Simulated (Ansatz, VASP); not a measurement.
# One calculation of MgI2, two programs

The input INCAR:

```
PREC = Accurate
ENCUT = 520
EDIFF = 1E-8
ISMEAR = -1
SIGMA = 0.03
LREAL = F
LASPH = T
NELM = 60
ALGO = Normal
ISIF = 2
LWAVE = F
LCHARG = F
GGA = PS
LEFG = T
NBANDS = 15
```

KPOINTS

```
Automatic mesh
0
Gamma
  7 7 4
```

POSCAR

```
MgI2
1.0
    4.1674998910      0.0000000000      0.0000000000
   -2.0837499455      3.6091607758      0.0000000000
    0.0000000000      0.0000000000      6.8847975097
Mg I
1 2
Direct
    0.0000000000      0.0000000000      0.0000000000
    0.3333333333      0.6666666667      0.7576300000
    0.6666666667      0.3333333333      0.2423700000
```

Input for Ansatz:

```yaml
crystal:
  lattice:
    - [4.167499891, 0.0, 0.0]
    - [-2.0837499455, 3.6091607758, 0.0]
    - [0.0, 0.0, 6.8847975097]
  atoms:
    - { symbol: Mg, position: [0.0, 0.0, 0.0] }
    - { symbol: I, position: [0.3333333333, 0.6666666667, 0.75763] }
    - { symbol: I, position: [0.6666666667, 0.3333333333, 0.24237] }
kpoints:
  mp_grid: { grid: [7, 7, 4] }
scf:
  occupations: { method: fermi_dirac, width: 0.03 }
hamiltonian:
  xc: pbesol
  pseudopotentials: { kind: paw }
output:
  forces: true
  stress: true
  eigenvalues: true
  efg: { contact_densities: true }
```

Change from the starting cell: volume scaled by 1.01, PAW files.

Alike in both runs: task electric field gradients; functional PBEsol; k mesh 7 × 7 × 4; occupations fermi-dirac, width 0.03 eV; no spin polarisation.

|  | VASP | Ansatz |
| --- | --- | --- |
| version | VASP 6.6.1 | Ansatz 0.2.0 |
| potentials or method | VASP PAW PBE potentials, release 64 (Mg, I) | PAW with Ansatz's default frozen-core files, scalar-relativistic |
| plane-wave cutoff (eV) | 520 | 420 |
| valence electrons in the cell | 16 | 44 |

Ansatz gave:

```
gap on the k mesh at the Fermi level (eV)                      : 3.47
pressure (GPa)                                                 : -0.5
largest component of the traceless stress (GPa)                : 0.27
rms of the force components (eV/Å)                             : 0.038
Vzz of the field gradient on the site that differs most (V/Å²) : -50.3
```

Q: Estimate VASP's values.

A: gap on the k mesh at the Fermi level (eV): 3.46; pressure (GPa): -0.5; largest component of the traceless stress (GPa): 0.27; rms of the force components (eV/Å): 0.041; Vzz of the field gradient on the site that differs most (V/Å²): -48.9.

Atom by atom the forces differ by 0.002 eV/Å (rms over components). The two sets of potentials don't hold the same shells in valence. Ansatz warned: «gradients_without_spin_orbit».

Caveats: the PAW data sets were made with another functional, which shifts forces and pressure a little (VASP); spin-orbit coupling is left out, which moves the levels of the heavy elements; an odd mesh through Γ misses points on the zone boundary, where band edges often lie; this functional lacks dispersion, which binds the layers, so the pressure and a relaxed spacing across them are unreliable.
